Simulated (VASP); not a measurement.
# MgS: equation of state with PBEsol

Crystal: MgS.

```xyz
2
Lattice="0.0000 2.8331 2.8331 2.8331 0.0000 2.8331 2.8331 2.8331 0.0000" Properties=species:S:1:pos:R:3 pbc="T T T"
S     1.4166    1.4166    1.4166
Mg    0.0000    0.0000    0.0000
```

The cell comes from a database or a generator and needn't be the stable form of this composition.

```yaml
Program: VASP 6.6.1
Task: equation of state
Functional: PBEsol
Potentials_or_basis: VASP PAW PBE potentials, release 64 (S, Mg)
Cutoff: 520 eV
k_mesh: 8 × 8 × 8
Occupations: fermi-dirac, width 0.05 eV
Spin: no spin polarisation
Ladder: free
Further_INCAR_settings: ALGO = Normal; EDIFF = 1e-07; NBANDS = 11
```

The equilibrium volume is 22.54 Å³/atom and the bulk modulus is 58 GPa. The pressure derivative of the bulk modulus is 4.1.

Energy against volume, from the lowest point:
| volume (Å³/atom) | energy (meV/atom) |
| --- | --- |
| 21.376 | 11.75 |
| 21.831 | 4.03 |
| 22.285 | 0.24 |
| 22.740 | 0.00 |
| 23.195 | 2.96 |
| 23.650 | 8.80 |
| 24.105 | 17.25 |

All runs of the series together: 100 s on 1 thread of AMD EPYC 7R13 Processor (Zen 3), with other jobs on the host.

Caveat: the PAW data sets were made with another functional, which shifts forces and pressure a little.
